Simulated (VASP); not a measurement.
# SnTe (Fm-3m) in VASP: settings compared

SnTe is run at these levels: BLYP+D4, BLYP+D3(BJ), PBE; tasks: single point, relaxation of cell and atoms.

Program: VASP 6.6.1. These are calculated values, not measurements. Logs are shortened: lines on timing, memory, paths and dates and some standing lists are left out, and cuts for length are marked.

**What was measured.**

From a printed reference work, textbook, for a bulk crystal of SnTe at 300 K: band gap 0.18 eV (direct).

The results are compared with them further down.

### 1 The cell of the first run

It takes space group Fm-3m (No. 225, cubic). Conventional cell: a = 6.388 Å, b = 6.388 Å, c = 6.388 Å, α = 90.00°, β = 90.00°, γ = 90.00°. Within 4.2 Å of Te (site symmetry m-3m) lie 6 Sn at 3.19 Å. Within 4.2 Å of Sn (site symmetry m-3m) lie 6 Te at 3.19 Å.

### 2 Single point, BLYP+D4

The input, INCAR:

```
AGGAC = 1.0
AGGAX = 1.0
ALDAC = 0.0
ALDAX = 1.0
ALGO = Normal
EDIFF = 1E-6
ENCUT = 520
GGA = B5
ISIF = 2
ISMEAR = -1
IVDW = 13
LASPH = T
LCHARG = F
LREAL = F
LWAVE = F
NBANDS = 17
NELM = 80
PREC = Accurate
SIGMA = 0.05
VDW_A1 = 0.44488865
VDW_A2 = 4.0933009
VDW_S6 = 1.0
VDW_S8 = 2.34076671
```

The input, KPOINTS:

```
k-points
0
Gamma
  7 7 7
```

The input, POSCAR:

```
SnTe
1.0
    0.0000000000      3.1939116794      3.1939116794
    3.1939116794      0.0000000000      3.1939116794
    3.1939116794      3.1939116794      0.0000000000
Te Sn
1 1
Direct
    0.5000000000      0.5000000000      0.5000000000
    0.0000000000      0.0000000000      0.0000000000
```

Potentials or basis: VASP PAW PBE potentials, release 64 (Te, Sn_d).

The run is started by

```sh
$ cat potpaw_PBE.64/Te/POTCAR potpaw_PBE.64/Sn_d/POTCAR > POTCAR
$ mpirun -np 1 vasp_std > vasp.out
```

OUTCAR:

```text
EDIFF = 1E-6
   ENCUT = 520
   GGA = B5
   ISIF = 2
   ISMEAR = -1
   IVDW = 13
   LASPH = T
   LREAL = F
   NELM = 80
   PREC = Accurate

 ion  position               nearest neighbor table
   1  0.500  0.500  0.500-   2 3.19   2 3.19   2 3.19   2 3.19   2 3.19   2 3.19
   2  0.000  0.000  0.000-   1 3.19   1 3.19   1 3.19   1 3.19   1 3.19   1 3.19

  LATTYP: Found a face centered cubic cell.
 ALAT       =     6.3878233588

  Lattice vectors:

 A1 = (   0.0000000000,   3.1939116794,   3.1939116794)
 A2 = (   3.1939116794,   0.0000000000,   3.1939116794)
 A3 = (   3.1939116794,   3.1939116794,   0.0000000000)

Analysis of symmetry for initial positions (statically):
[... 33 lines left out ...]
                                     Primitive cell

  volume of cell :      65.1626

  direct lattice vectors                    reciprocal lattice vectors
     0.000000000  3.193911679  3.193911679    -0.156547848  0.156547848  0.156547848
     3.193911679  0.000000000  3.193911679     0.156547848 -0.156547848  0.156547848
     3.193911679  3.193911679  0.000000000     0.156547848  0.156547848 -0.156547848

  length of vectors
     4.516873214  4.516873214  4.516873214     0.271148826  0.271148826  0.271148826

  position of ions in fractional coordinates (direct lattice)
     0.500000000  0.500000000  0.500000000
     0.000000000  0.000000000  0.000000000

  ion indices of the primitive-cell ions
   primitive index   ion index
                 1           1
                 2           2

----------------------------------------------------------------------------------------

 KPOINTS: k-points

Automatic generation of k-mesh.
 Grid dimensions read from file:
 generate k-points for:    7    7    7

 Generating k-lattice:

  Cartesian coordinates                     Fractional coordinates (reciprocal lattice)
    -0.022363978  0.022363978  0.022363978     0.142857143  0.000000000  0.000000000
     0.022363978 -0.022363978  0.022363978     0.000000000  0.142857143  0.000000000
     0.022363978  0.022363978 -0.022363978     0.000000000  0.000000000  0.142857143

  Length of vectors
     0.038735547  0.038735547  0.038735547

  Shift w.r.t. Gamma in fractional coordinates (k-lattice)
     0.000000000  0.000000000  0.000000000

 Subroutine IBZKPT returns following result:
 ===========================================

 Found     20 irreducible k-points:

 Following reciprocal coordinates:
            Coordinates               Weight
  0.000000  0.000000  0.000000      1.000000
  0.142857  0.000000  0.000000      8.000000
  0.285714  0.000000  0.000000      8.000000
  0.428571  0.000000  0.000000      8.000000
  0.142857  0.142857  0.000000      6.000000
  0.285714  0.142857  0.000000     24.000000
[... 12 lines left out ...]
 -0.428571  0.428571  0.142857     24.000000
 -0.285714  0.428571  0.142857     24.000000
   k-points           NKPTS =     20   k-points in BZ     NKDIM =     20   number of bands    NBANDS=     17
   number of dos      NEDOS =    301   number of ions     NIONS =      2
   total plane-waves  NPLWV =  46656
   dimension x,y,z NGX =    36 NGY =   36 NGZ =   36
   dimension x,y,z NGXF=    72 NGYF=   72 NGZF=   72
   ions per type =               1   1
   NGX,Y,Z   is equivalent  to a cutoff of  13.25, 13.25, 13.25 a.u.
   NGXF,Y,Z  is equivalent  to a cutoff of  26.50, 26.50, 26.50 a.u.
 SYSTEM =  unknown system
   PREC   = accura    normal or accurate (medium, high low for compatibility)
   ISTART =      0    job   : 0-new  1-cont  2-samecut
   ICHARG =      2    charge: 1-file 2-atom 10-const
   ISPIN  =      1    spin polarized calculation?
   LNONCOLLINEAR =      F non collinear calculations
   LSORBIT =      F    spin-orbit coupling
   LASPH  =      T    aspherical Exc in radial PAW
   ENCUT  =  520.0 eV  38.22 Ry    6.18 a.u.   8.40  8.40  8.40*2*pi/ulx,y,z
   NELM   =     80;   NELMIN=  2; NELMDL= -5     # of ELM steps
   EDIFF  = 0.1E-05   stopping-criterion for ELM
   LREAL  =      F    real-space projection
   EDIFFG = 0.1E-04   stopping-criterion for IOM
   NSW    =      0    number of steps for IOM
   IBRION =     -1    ionic relax: 0-MD 1-quasi-New 2-CG
   NFREE  =      0    steps in history (QN), initial steepest desc. (CG)
   ISIF   =      2    stress and relaxation
   ISYM   =      2    0-nonsym 1-usesym 2-fastsym
   POTIM  = 0.5000    time-step for ionic-motion
   TEBEG  =    0.0;   TEEND  =   0.0 temperature during run
   PSTRESS=    0.0 pullay stress
   NELECT =      20.0000    total number of electrons
   NUPDOWN=      -1.0000    fix difference up-down
   EMIN   =  10.00;   EMAX   =-10.00  energy-range for DOS
   EFERMI =   0.00;   METHOD = LEGACY
   ISMEAR =    -1;   SIGMA  =   0.05  broadening in eV -4-tet -1-fermi 0-gaus
   EFERMI_NEDOS =   21; number of points for ismear=-14 and -15
   IALGO  =     38    algorithm
   IMIX   =      4    mixing-type and parameters
     AMIX     =   0.40;   BMIX     =  1.00
     AMIX_MAG =   1.60;   BMIX_MAG =  1.00
  volume/ion in A,a.u.               =      32.58       219.87
  Fermi-wavevector in a.u.,A,eV,Ry     =   1.104295  2.086816 16.591874  1.219468
  Thomas-Fermi vector in A             =   2.240766
   LORBIT       =      0    0 simple, 1 ext, 2 COOP (PROOUT), +10 PAW based schemes
   GGA     = B5    functional components
   LHFCALC =     F    Hartree Fock is set to
   AEXX    =    0.0000 exact exchange contribution
   IVDW    =    13    specifies the selected vdW correction
   LEPSILON=     F    determine dielectric tensor
   LRPA    =     F    only Hartree local field effects (RPA)
 non-spin polarized calculation
  energy-cutoff  :      520.00
  volume of cell :       65.16
 maximum number of plane-waves:      1807
 NGX is ok and might be reduce to    36
   NGX = 17   NGY = 17   NGZ = 17

 number of electron      20.0000003 magnetization

 Free energy of the ion-electron system (eV)
  ---------------------------------------------------
  ext. energy  EPLUGINS =         0.00000000
  ---------------------------------------------------
  free energy    TOTEN  =        -6.25119594 eV

  energy without entropy =       -6.25114902  energy(sigma->0) =       -6.25117248

 E-fermi :   6.9777     XC(G=0):  -8.6892

 val. band max:        6.6382639635   @ k =   0.4286   0.0000   0.0000
 cond. band min:       7.3391779334   @ k =   0.4286   0.0000   0.0000
 fundamental gap:      0.7009139698
 Fermi energy:         6.9777170558

 k-point     1 :       0.0000    0.0000    0.0000
  band No.  band energies     occupation
      1     -14.9877      2.00000
      2     -14.9877      2.00000
      3     -14.9795      2.00000
      4     -14.9795      2.00000
      5     -14.9795      2.00000
      6      -5.6035      2.00000
[... 9 lines left out ...]
     16      11.9598      0.00000
     17      13.9090      0.00000

 k-point     2 :       0.1429    0.0000    0.0000
  band No.  band energies     occupation
      1     -14.9883      2.00000
      2     -14.9883      2.00000
      3     -14.9792      2.00000
      4     -14.9786      2.00000
      5     -14.9786      2.00000
      6      -5.4446      2.00000
[... 9 lines left out ...]
     16      12.3507      0.00000
     17      15.0143      0.00000

 k-point     3 :       0.2857    0.0000    0.0000
  band No.  band energies     occupation
      1     -14.9900      2.00000
      2     -14.9900      2.00000
      3     -14.9786      2.00000
      4     -14.9763      2.00000
      5     -14.9763      2.00000
      6      -5.0127      2.00000
[... 9 lines left out ...]
     16      13.4406      0.00000
     17      17.2913      0.00000

 k-point     4 :       0.4286    0.0000    0.0000
  band No.  band energies     occupation
      1     -14.9915      2.00000
      2     -14.9915      2.00000
      3     -14.9781      2.00000
      4     -14.9742      2.00000
      5     -14.9742      2.00000
      6      -4.5272      2.00000
[... 9 lines left out ...]
     16      15.1073      0.00000
     17      16.4652      0.00000

 k-point     5 :       0.1429    0.1429    0.0000
  band No.  band energies     occupation
      1     -14.9900      2.00000
      2     -14.9870      2.00000
      3     -14.9801      2.00000
      4     -14.9779      2.00000
      5     -14.9779      2.00000
      6      -5.3927      2.00000
[... 9 lines left out ...]
     16      12.9662      0.00000
     17      14.1358      0.00000

 k-point     6 :       0.2857    0.1429    0.0000
  band No.  band energies     occupation
      1     -14.9922      2.00000
      2     -14.9873      2.00000
      3     -14.9799      2.00000
      4     -14.9762      2.00000
      5     -14.9757      2.00000
      6      -5.0539      2.00000
[... 9 lines left out ...]
     16      14.0974      0.00000
     17      15.4747      0.00000
[... 201 lines left out ...]
 k-point    17 :       0.4286    0.2857    0.1429
  band No.  band energies     occupation
      1     -14.9943      2.00000
      2     -14.9876      2.00000
      3     -14.9795      2.00000
      4     -14.9745      2.00000
      5     -14.9742      2.00000
      6      -4.6862      2.00000
[... 9 lines left out ...]
     16      15.3703      0.00000
     17      16.1535      0.00000

 k-point    18 :      -0.4286    0.2857    0.1429
  band No.  band energies     occupation
      1     -14.9950      2.00000
      2     -14.9889      2.00000
      3     -14.9776      2.00000
      4     -14.9751      2.00000
      5     -14.9726      2.00000
      6      -4.3058      2.00000
[... 9 lines left out ...]
     16      15.8508      0.00000
     17      16.9415      0.00000

 k-point    19 :      -0.4286    0.4286    0.1429
  band No.  band energies     occupation
      1     -14.9986      2.00000
      2     -14.9861      2.00000
      3     -14.9803      2.00000
      4     -14.9731      2.00000
      5     -14.9710      2.00000
      6      -4.2081      2.00000
[... 9 lines left out ...]
     16      16.5314      0.00000
     17      17.5476      0.00000

 k-point    20 :      -0.2857    0.4286    0.1429
  band No.  band energies     occupation
      1     -14.9970      2.00000
      2     -14.9878      2.00000
      3     -14.9777      2.00000
      4     -14.9753      2.00000
      5     -14.9711      2.00000
      6      -4.1296      2.00000
[... 9 lines left out ...]
     16      16.8421      0.00000
     17      17.3276      0.00000

------------------------ aborting loop because EDIFF is reached ----------------------------------------

  DFT-D4 for vdW energy calculation

  Edisp (eV):   -1.59083

  FORCE on cell =-STRESS in cart. coord.  units (eV):
  Direction    XX          YY          ZZ          XY          YZ          ZX
  --------------------------------------------------------------------------------------
  -------------------------------------------------------------------------------------
  Total       0.03015     0.03015     0.03015     0.00000     0.00000    -0.00000
  in kB       0.74138     0.74138     0.74138     0.00000     0.00000    -0.00000
  external pressure =        0.74 kB  Pullay stress =        0.00 kB

 VOLUME and BASIS-vectors are now :
 -----------------------------------------------------------------------------
  energy-cutoff  :      520.00
  volume of cell :       65.16
      direct lattice vectors                 reciprocal lattice vectors
     0.000000000  3.193911679  3.193911679    -0.156547848  0.156547848  0.156547848
     3.193911679  0.000000000  3.193911679     0.156547848 -0.156547848  0.156547848
     3.193911679  3.193911679  0.000000000     0.156547848  0.156547848 -0.156547848

 POSITION                                       TOTAL-FORCE (eV/Angst)
 -----------------------------------------------------------------------------------
      3.19391      3.19391      3.19391         0.000000      0.000000      0.000000
      0.00000      0.00000      0.00000        -0.000000      0.000000     -0.000000
 -----------------------------------------------------------------------------------
    total drift:                               -0.000000      0.000000      0.000000

  FREE ENERGIE OF THE ION-ELECTRON SYSTEM (eV)
  ---------------------------------------------------
  free  energy   TOTEN  =        -7.8420275489 eV

  energy  without entropy=       -7.8419806269  energy(sigma->0) =       -7.84200409
```

Run time: 34 s. Hardware: 1 thread of Intel Xeon 6975P-C, shared host; peak memory 0.21 GiB.

Results:

- Free energy: -7.8420 eV
- Pressure: 0.1 GPa
- Dispersion energy per atom: -0.795 eV

Caveat: this odd mesh misses L, where the gap lies, so gap, dielectric constants and Born charges aren't listed; the PAW data sets were made with another functional, which shifts forces and pressure a little; spin-orbit coupling is left out, which moves the levels of the heavy elements.

### 3 Relaxation of cell and atoms, BLYP+D3(BJ)

This run uses another cell than the first one, of 31.28 Å³/atom, 0.960 times its volume.

The input, INCAR:

```
AGGAC    = 1.0          
AGGAX    = 1.0          
ALDAC    = 0.0          
ALDAX    = 1.0          
ALGO     = Normal         # electronic algorithm
EDIFF    = 1E-6           # SCF threshold, eV
EDIFFG   = -0.01          # ionic threshold
ENCUT    = 600            # plane-wave cutoff, eV
GGA      = B5             # functional
IBRION   = 2              # ionic algorithm
ISIF     = 3              # what is computed and relaxed
ISMEAR   = -1             # smearing method
IVDW     = 12             # dispersion correction
LASPH    = True           # aspherical terms in the spheres
LCHARG   = False          # write CHGCAR
LREAL    = False          # projectors in reciprocal space
LWAVE    = False          # write WAVECAR
NELM     = 100            # most SCF steps
NSW      = 80             # ionic steps
PREC     = Accurate       # precision mode
SIGMA    = 0.05           # smearing width, eV
VDW_A1   = 0.4298       
VDW_A2   = 4.2359       
VDW_S6   = 1.0          
VDW_S8   = 2.6996
```

KPOINTS is that of step 2.

The input, POSCAR:

```
SnTe
1.0
    0.0000000000      3.1508500000      3.1508500000
    3.1508500000      0.0000000000      3.1508500000
    3.1508500000      3.1508500000      0.0000000000
Te Sn
1 1
Direct
    0.5000000000      0.5000000000      0.5000000000
    0.0000000000      0.0000000000      0.0000000000
```

Potentials or basis: VASP PAW PBE potentials, release 64 (Te, Sn_d).

The run is started by

```sh
$ cat potpaw_PBE.64/Te/POTCAR potpaw_PBE.64/Sn_d/POTCAR > POTCAR
$ mpirun -np 1 vasp_std > vasp.out
```

Run time: 67 s. Hardware: 1 thread of Intel Xeon 6975P-C, shared host; peak memory 0.23 GiB.

It converged, with:

| Property | Result |
| --- | --- |
| Free energy | -8.0667 eV |
| Relaxed volume | 32.07 Å³/atom |
| Relaxed cell | a = 4.493 Å, b = 4.493 Å, c = 4.493 Å, α = 60.00°, β = 60.00°, γ = 60.00° |
| Space group after relaxing (to 0.05 Å) | Fm-3m (No. 225) |
| Energy gained by relaxing | 2.6 meV/atom |
| Ionic steps | 3 |
| Pressure after relaxing | 0.0 GPa |
| Dispersion energy per atom | -0.922 eV |

Step by step:
```csv
step,energy change (eV),largest force (eV/Å),pressure (GPa),volume (Å³)
1,0.0000,0.0000,1.09,62.56
2,-0.0050,0.0000,-0.24,64.51
3,-0.0053,0.0000,-0.01,64.14
```

Final structure:
```xyz
2
Lattice="0.0000 3.1771 3.1771 3.1771 0.0000 3.1771 3.1771 3.1771 0.0000" Properties=species:S:1:pos:R:3 pbc="T T T"
Te    3.1771    3.1771    3.1771
Sn    0.0000    0.0000    0.0000
```

Levels at points of the mesh, in eV from the Fermi level:
```
           k point  band 6  band 7  band 8  band 9  band 10  band 11  band 12  band 13  band 14
(0.00, 0.00, 0.00)  -12.70   -5.00   -2.18   -2.18    -2.18     3.14     3.14     3.14     4.95
```

Caveat: this odd mesh misses L, where the gap lies, so gap, dielectric constants and Born charges aren't listed; the PAW data sets were made with another functional, which shifts forces and pressure a little; spin-orbit coupling is left out, which moves the levels of the heavy elements. Zero-point motion and thermal expansion aren't in these numbers.

[end of part 1 of 2]
